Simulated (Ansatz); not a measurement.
BaF$_{2}$:
```xyz
3
Lattice="0.0000 3.0687 3.0687 3.0687 0.0000 3.0687 3.0687 3.0687 0.0000" Properties=species:S:1:pos:R:3 pbc="T T T"
Ba     0.0000     0.0000     0.0000
F      1.5344     1.5344     1.5344
F      4.6031     4.6031     4.6031
```

Relaxed with PBEsol.

Q: Give the optical modes at the zone centre with their infrared activity from DFPT, PBEsol (plane waves, PAW; program Ansatz).

A: Transverse frequencies, without the LO–TO term; a row sums one degenerate level.

```tsv
ω (cm⁻¹)	degeneracy	IR ((D/Å)²/amu)	activity	symmetry
180	3	15.99	IR	T1u
241	3	0.00	IR-inactive	T2g
```

Q: How high does the top mode go among those that the LO–TO term moves?

A: 337 cm⁻¹ for q along x.

Space group Fm-3m (fluorite). The PBEsol relaxation kept the symmetry of its start; phonons on a q-mesh show no instability. Spin–orbit coupling is left out wherever it is not named.

Potentials: the later of the program's two PAW sets.
